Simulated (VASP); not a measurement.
Set up this calculation in VASP 6.6.1, as the native input.

```yaml
Task: relaxation of cell and atoms
Functional: PBEsol
Potentials_or_basis: VASP PAW PBE potentials, release 64 (Sn_d)
Cutoff: 600 eV
k_mesh: 10 × 10 × 10
Occupations: gaussian, width 0.03 eV
Spin: no spin polarisation
Further_INCAR_settings: ALGO = Normal; EDIFF = 1e-07; IBRION = 2; EDIFFG = -0.005; NSW = 90; ISIF = 3
```

The structure of Sn lies in POSCAR:

```
Sn                                      
1.0
    0.0000000000      3.2685833775      3.2685833775
    3.2685833775     -0.0000000000      3.2685833775
    3.2685833775      3.2685833775      0.0000000000
  Sn            
     2
Direct
     0.0000000000000000    0.0000000000000000    0.0000000000000000
     0.2500000000000000    0.2500000000000000    0.2500000000000000
```

This isn't the form of Sn at room conditions, which is tetragonal (white tin).

The input as run:

INCAR

```
PREC = Accurate ; ENCUT = 600
EDIFF = 1E-7 ; ISMEAR = 0
SIGMA = 0.03 ; LREAL = F
LASPH = T ; NELM = 80
ALGO = Normal ; ISIF = 3
LWAVE = F ; LCHARG = F
GGA = PS ; IBRION = 2
NSW = 90 ; EDIFFG = -0.005
```

KPOINTS

```
regular mesh
0
Gamma
  10 10 10
```

Potentials or basis: VASP PAW PBE potentials, release 64 (Sn_d).

Run with:

```sh
$ cat potpaw_PBE.64/Sn_d/POTCAR > POTCAR
$ mpirun -np 1 vasp_std > vasp.out
```

It gave:

| Item | Value |
| --- | --- |
| Pressure after relaxing | 0.0 GPa |
| Band gap on the k mesh | none (metal or under the smearing width) |

Caveat: the relaxation stopped at its first step, so nothing moved; the PAW data sets were made with another functional, which shifts forces and pressure a little.

It took 45 s on 1 thread of Intel(R) Xeon(R) 6975P-C (Granite Rapids), with other jobs on the host, peak memory 0.25 GiB.
